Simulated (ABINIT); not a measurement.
# TiO2 (Anatase): G0W0 with ABINIT, start to end, part 3 of 3

How does a plane-wave GW calculation on TiO2 (Anatase) run from the first input to the gap?

ABINIT 10.8.3; PBE and many-body steps on it, plane waves. Known limits of the many-body steps: not at the basis limit.

So far. Step 3 (Bands along the symmetry lines): The gap is 2.141 eV, −0.045 eV from the run before at this level. Step 4 (Empty states on the mesh, 4×4×4 mesh, 116 bands): On this mesh the gap is 2.189 eV.

## Step 5: Screening, 4×4×4 mesh, 106 bands, screening to 130.6 eV

The RPA dielectric matrix is built and inverted for each q.

This step: RPA screening on PBE, plane waves, norm-conserving pseudopotentials.

run.abi

```
acell 3*1.0 Angstrom
rprim 
  -1.892100000000 1.892100000000 4.757300000000
  1.892100000000 -1.892100000000 4.757300000000
  1.892100000000 1.892100000000 -4.757300000000
ntypat 2
znucl 22 8
natom 6
typat 1 1 2 2 2 2
xred 
  0.000000000000 0.000000000000 0.000000000000
  0.750000000000 0.250000000000 0.500000000000
  0.208100000000 0.208100000000 0.000000000000
  0.958100000000 0.458100000000 0.500000000000
  0.541900000000 0.041900000000 0.500000000000
  0.791900000000 0.791900000000 0.000000000000
pp_dirpath "pseudos"
pseudos "Ti.upf, O.upf"
ecut 38
ngkpt 4 4 4
nshiftk 1
shiftk 0 0 0
kptopt 1
chksymbreak 0
istwfk *1
occopt 1
irdwfk 1
optdriver 3
nband 106
ecuteps 4.8
inclvkb 2
awtr 1
symchi 1
indata_prefix "in"
outdata_prefix "out"
tmpdata_prefix "tmp"
```

Launch:

```bash
$ OMP_NUM_THREADS=1 mpirun -n 8 abinit run.abi > log
```

Numbers of over 12 decimals in the logs are rounded to 6 here.

Log:

```text
.Version 10.8.3 of ABINIT. v10.8.2 released Aug 2026.

 Symmetries : space group I4_1/a m d (#141); Bravais tI (body-center tetrag.)
[... echo of the input left out ...]
== DATASET  1 ==================================================================
-   mpi_nproc: 8, omp_nthreads: 1 (-1 if OMP is not activated)

--- !DatasetInfo
iteration_state: {dtset: 1, }
dimensions: {natom: 6, nkpt: 13, mband: 106, nsppol: 1, nspinor: 1, nspden: 1, mpw: 5174, }
cutoff_energies: {ecut:  38.0, pawecutdg:  -1.0, }
electrons: {nelect:   4.80000000E+01, charge:   0.00000000E+00, occopt:   1.00000000E+00, tsmear:   1.00000000E-02, }

 SCREENING: Calculation of the susceptibility and dielectric matrices

 Based on a program developped by R.W. Godby, V. Olevano, G. Onida, and L. Reining.
 Incorporated in ABINIT by V. Olevano, G.-M. Rignanese, and M. Torrent.
.Using double precision arithmetic ; gwpc =  8

[... cell and pseudopotentials left out ...]
--------------------------------------------------------------------------------

 ==== K-mesh for the wavefunctions ====
 Number of points in the irreducible wedge :    13
[... list of points left out ...]
 Together with 16 symmetry operations and time-reversal symmetry
 yields    64 points in the full Brillouin Zone.

 ==== Q-mesh for the screening function ====
 Number of points in the irreducible wedge :    13
[... list of points left out ...]
 Together with 16 symmetry operations and time-reversal symmetry
 yields    64 points in the full Brillouin Zone.

 setmesh: FFT mesh size selected  =    72x   72x   72
          total number of points  =       373248

 vcoul_init : cutoff-mode = AUXILIARY_FUNCTION
 q-points for optical limit:   1
     1)      0.000010    0.000020    0.000030

- screening: taking advantage of time-reversal symmetry
- Maximum band index for partially occupied states nbvw = 24
- Remaining bands to be divided among processors   nbcw = 82
- Number of bands treated by each node ~10

 Number of electrons calculated from density =   48.0000; Expected =   48.0000
 average of density, n =  0.104409
 r_s =    1.3174
 omega_plasma =   31.1690 [eV]

 calculating chi0 at frequencies [eV] :
  1    0.000000E+00    0.000000E+00
  2    0.000000E+00    3.116905E+01

--------------------------------------------------------------------------------
  q-point number  1        q = ( 0.000000, 0.000000, 0.000000) [r.l.u.]
--------------------------------------------------------------------------------
[... chi0 elements left out ...]
 For q-point:  0.000010 0.000020 0.000030
  dielectric constant =   6.6843
  dielectric constant without local fields =   7.0367

  Average fulfillment of the sum rule on Im[epsilon] for q-point    1 :     52.62  [%]
[... wings left out ...]
  q-point number  2        q = ( 0.250000, 0.000000, 0.000000) [r.l.u.]
--------------------------------------------------------------------------------
[... chi0 elements left out ...]
  Average fulfillment of the sum rule on Im[epsilon] for q-point    2 :     63.59  [%]

 [... 11 further q-points ...]
```

Run time: 25 min. Hardware: 8 MPI ranks of Arm Neoverse N1, shared host; peak memory 22 GiB; 3.3 h of CPU time.

Numbers from this step:

```yaml
eps_infinity_with_local_fields_on_this_mesh_along_the_program_s_q_direction: 6.684
the_same_without_local_fields: 7.037
plasma_frequency: 31.17 eV
plane_waves_in_the_screening_matrix: 213
```

Local fields lower ε∞ by 5 %.

## Step 6: Self-energy, 4×4×4 mesh, 106 bands, screening to 130.6 eV

The self-energy is evaluated for the states that the input lists, and the levels follow from it, in one-shot runs by the linearised quasiparticle equation.

This step: G0W0 on PBE, plane waves, norm-conserving pseudopotentials.

Edit run.abi of step 5 so:

```diff
@@ -27,8 +27,19 @@
 irdwfk 1
-optdriver 3
+optdriver 4
 nband 106
+gwcalctyp 0
+ecutsigx 38
+symsigma 1
+nkptgw 3
+kptgw 
+  0.5000000000 0.5000000000 0.0000000000
+  0.0000000000 0.0000000000 0.0000000000
+  -0.2500000000 -0.2500000000 0.2500000000
+bdgw 
+  23 26
+  23 26
+  23 26
 ecuteps 4.8
-inclvkb 2
-awtr 1
-symchi 1
+irdscr 1
+ppmodel 1
 indata_prefix "in"
```

Log:

```text
.Version 10.8.3 of ABINIT. v10.8.2 released Aug 2026.

 Symmetries : space group I4_1/a m d (#141); Bravais tI (body-center tetrag.)
[... echo of the input left out ...]
== DATASET  1 ==================================================================
-   mpi_nproc: 8, omp_nthreads: 1 (-1 if OMP is not activated)

--- !DatasetInfo
iteration_state: {dtset: 1, }
dimensions: {natom: 6, nkpt: 13, mband: 106, nsppol: 1, nspinor: 1, nspden: 1, mpw: 5174, }
cutoff_energies: {ecut:  38.0, pawecutdg:  -1.0, }
electrons: {nelect:   4.80000000E+01, charge:   0.00000000E+00, occopt:   1.00000000E+00, tsmear:   1.00000000E-02, }

 SIGMA: Calculation of the GW corrections

 Based on a program developped by R.W. Godby, V. Olevano, G. Onida, and L. Reining.
 Incorporated in ABINIT by V. Olevano, G.-M. Rignanese, and M. Torrent.
.Using double precision arithmetic ; gwpc =  8

[... cell and pseudopotentials left out ...]
--------------------------------------------------------------------------------

 ==== K-mesh for the wavefunctions ====
 Number of points in the irreducible wedge :    13
[... list of points left out ...]
 Together with 16 symmetry operations and time-reversal symmetry
 yields    64 points in the full Brillouin Zone.

 ==== Q-mesh for screening function ====
 Number of points in the irreducible wedge :    13
[... list of points left out ...]
 Together with 16 symmetry operations and time-reversal symmetry
 yields    64 points in the full Brillouin Zone.

 vcoul_init : cutoff-mode = AUXILIARY_FUNCTION
 q-points for optical limit:   1
     1)      0.000010    0.000020    0.000030
 setmesh: FFT mesh size selected  =    72x   72x   72
          total number of points  =       373248

 Number of electrons calculated from density =   48.0000; Expected =   48.0000
 average of density, n =  0.104409
 r_s =    1.3174
 omega_plasma =   31.1690 [eV]

 === KS Band Gaps ===
  >>>> For spin  1
   Minimum direct gap =   2.4917 [eV], located at k-point      :  -0.2500 -0.2500  0.2500
   Fundamental gap    =   2.1887 [eV], Top of valence bands at :   0.5000  0.5000  0.0000
                                       Bottom of conduction at :   0.0000  0.0000  0.0000
 SIGMA fundamental parameters:
 PLASMON POLE MODEL  1
 number of plane-waves for SigmaX                 5117
 number of plane-waves for SigmaC and W            213
 number of plane-waves for wavefunctions          5117
 number of bands                                   106
 number of independent spin polarizations            1
 number of spinorial components                      1
 number of k-points in IBZ                          13
 number of q-points in IBZ                          13
 number of symmetry operations                      16
 number of k-points in BZ                           64
 number of q-points in BZ                           64
 number of frequencies for dSigma/dE                 9
 frequency step for dSigma/dE [eV]                0.25
 number of omega for Sigma on real axis              0
 max omega for Sigma on real axis  [eV]           0.00
 zcut for avoiding poles [eV]                     0.10

 EPSILON^-1 parameters (SCR file):
 dimension of the eps^-1 matrix on file            213
 dimension of the eps^-1 matrix used               213
 number of plane-waves for wavefunctions          5117
 number of bands                                   106
 number of q-points in IBZ                          13
 number of frequencies                               2
 number of real frequencies                          1
 number of imag frequencies                          1

 matrix elements of self-energy operator (all in [eV])

 Perturbative Calculation

--- !SelfEnergy_ee
iteration_state: {dtset: 1, }
kpoint     : [   0.500,    0.500,    0.000, ]
spin       : 1
KS_gap     :    3.429
QP_gap     :    5.200
Delta_QP_KS:    1.771
data: !SigmaeeData |
     Band     E0 <VxcDFT>   SigX SigC(E0)      Z dSigC/dE  Sig(E)    E-E0       E
       23   4.093 -20.082 -24.797   4.993   0.764  -0.308 -19.869   0.213   4.305
       24   4.093 -20.082 -24.797   4.993   0.764  -0.308 -19.869   0.213   4.305
       25   7.522 -21.007 -12.455  -5.978   0.771  -0.298 -19.023   1.984   9.506
       26   7.522 -21.007 -12.455  -5.978   0.771  -0.298 -19.023   1.984   9.506

--- !SelfEnergy_ee
iteration_state: {dtset: 1, }
kpoint     : [   0.000,    0.000,    0.000, ]
spin       : 1
KS_gap     :    2.617
QP_gap     :    4.218
Delta_QP_KS:    1.601
data: !SigmaeeData |
     Band     E0 <VxcDFT>   SigX SigC(E0)      Z dSigC/dE  Sig(E)    E-E0       E
       23   3.664 -19.550 -24.420   5.045   0.762  -0.312 -19.417   0.134   3.798
       24   3.664 -19.550 -24.420   5.045   0.762  -0.312 -19.417   0.134   3.798
       25   6.282 -19.340 -11.803  -5.332   0.786  -0.272 -17.606   1.734   8.016
       26   7.028 -20.506 -12.086  -5.932   0.776  -0.289 -18.577   1.929   8.957

--- !SelfEnergy_ee
iteration_state: {dtset: 1, }
kpoint     : [  -0.250,   -0.250,    0.250, ]
spin       : 1
KS_gap     :    2.492
QP_gap     :    4.051
Delta_QP_KS:    1.559
data: !SigmaeeData |
     Band     E0 <VxcDFT>   SigX SigC(E0)      Z dSigC/dE  Sig(E)    E-E0       E
       23   3.893 -20.281 -24.945   4.927   0.766  -0.305 -20.079   0.202   4.095
       24   3.893 -20.281 -24.945   4.927   0.766  -0.305 -20.079   0.202   4.095
       25   6.385 -19.488 -11.831  -5.414   0.785  -0.274 -17.727   1.761   8.145
       26   6.912 -20.310 -12.031  -5.837   0.777  -0.286 -18.411   1.898   8.810

== END DATASET(S) ==============================================================
================================================================================

 -outvars: echo values of variables after computation  --------
           etotal      0.0000000000E+00
            nband         106
             nkpt          13
          spgroup         141
 [... the other variables as echoed above ...]

 Calculation completed.
```

The job ended after 47 s (8 MPI ranks; peak memory 10 GiB; 6.2 min of CPU time).

This step gave:

| Item | Value |
| --- | --- |
| G0W0 gap on the points computed | 3.711 eV |
| starting gap on the mesh | 2.189 eV |
| k of the valence top | 0.5, 0.5, 0 |
| k of the conduction bottom | 0, 0, 0 |
| Z at the valence top | 0.764 |
| Z at the conduction bottom | 0.786 |
| least direct G0W0 gap on the computed points | 4.05 eV |

The gap on the mesh goes from 2.19 eV to 3.71 eV, a correction of +1.52 eV.

Limits: finite bands, cutoff and mesh. v1 is the top filled band, c1 the lowest empty one. Levels before and after the correction, in eV, zero at the valence-band top of each column:

|  | conduction bottom | valence top |
| --- | --- | --- |
| Kohn-Sham | 2.19 | 0.00 |
| G0W0 | 3.71 | 0.00 |

|  | level | energy (eV) |
| --- | --- | --- |
| Kohn-Sham | (0.5 0.5 0) v2-v1 | 0.000 |
| Kohn-Sham | (0.5 0.5 0) c1-c2 | 3.429 |
| Kohn-Sham | Γ v2-v1 | -0.429 |
| Kohn-Sham | Γ c1 | 2.189 |
| Kohn-Sham | Γ c2 | 2.935 |
| G0W0 | (0.5 0.5 0) v2-v1 | 0.000 |
| G0W0 | (0.5 0.5 0) c1-c2 | 5.201 |
| G0W0 | Γ v2-v1 | -0.507 |
| G0W0 | Γ c1 | 3.711 |
| G0W0 | Γ c2 | 4.652 |

## Step 7: Where the time went

Times are wall times on 8 MPI ranks of Arm Neoverse N1, shared host, good to a factor of about two.

| step | time | share | memory (GiB) |
| --- | --- | --- | --- |
| ground state | 3.4 min | 10 % | 1.1 |
| bands along the symmetry lines | 2.8 min | 8 % | 0.79 |
| empty states on the mesh | 78 s | 4 % | 0.76 |
| screening | 25 min | 75 % | 22 |
| self-energy | 47 s | 2 % | 10 |

## Step 8: Results

| Quantity | Value |
| --- | --- |
| PBE gap | 2.14 eV, indirect |
| G0W0 gap on the mesh | 3.71 eV |
| G0W0 gap over the zone (rigid shift) | 3.66 eV |
| GW settings | 4×4×4 mesh, 106 bands, screening to 130.6 eV, Godby-Needs plasmon pole |
| known limits | not at the basis limit |

In words: G0W0 moves the gap on the mesh from 2.19 eV to 3.71 eV (+1.52 eV), with Z of 0.76 and 0.79 at the edges. The mesh misses the band edges by 0.05 eV in all; a rigid shift gives 3.66 eV for the zone. Local fields lower the RPA ε∞ on this mesh from 7.04 to 6.68. Only 3 of the mesh's irreducible points were corrected, so a valley elsewhere could overtake. The dearest step here is «screening». Against experiment, by G0W0@PBE: the gap of 3.66 eV lies +0.21 eV from the measured 3.45 eV (optical, 2023); the gap of 3.66 eV lies +0.46 eV from the measured 3.2 eV (optical, 2018); the gap of 3.66 eV lies +0.49 eV from the measured 3.17 eV (kind not stated, 2020); the direct gap of 4.05 eV lies +0.87 eV from the measured 3.18 ± 0.03 eV (direct, 300 K, 2022); the direct gap of 4.05 eV lies +0.07 eV from the measured 3.98 eV (electronic, quoted 2020). An exciton line or allowed optical edge lies below the quasiparticle gap by the binding energy; a forbidden edge can push the onset above it. The calculation has static nuclei and no excitons; a measured gap holds zero-point and thermal motion, which mostly lowers it. Bands and cutoff are finite, so the gap is not at the basis limit. The miss can reach some tenths of an eV and take either sign; the mesh is an error of its own. In the G0W0 run levels were corrected at 3 k points alone, so a gap called «on the mesh» is the least over those, and an edge elsewhere would be missed.

[Paths, hosts, dates, memory and timing lines, banners, echoed tables and standing remarks are left out of the program output.]

[Logs are printed without paths, hosts, clocks, repeated set-up lines and the standing remarks that a program may print on its own settings, such as how far it seeks lower states.]

[Runs of the session that timed out or met a known fault of the program may be left out.]

[Hosts, paths, dates, database ids (printed as entryN), source tags and the programs' standing remarks are cut or masked in the printed files.]

[G0W0 gaps are taken among the corrected bands and points alone; a level outside them can change the order at an edge.]

[Where Ansatz stands beside ABINIT at settings called matched, ABINIT's density can come from a denser mesh and the files from another edition; pairs whose starting gaps differed by over 0.03 eV were left out, so agreement reads better than it is.]
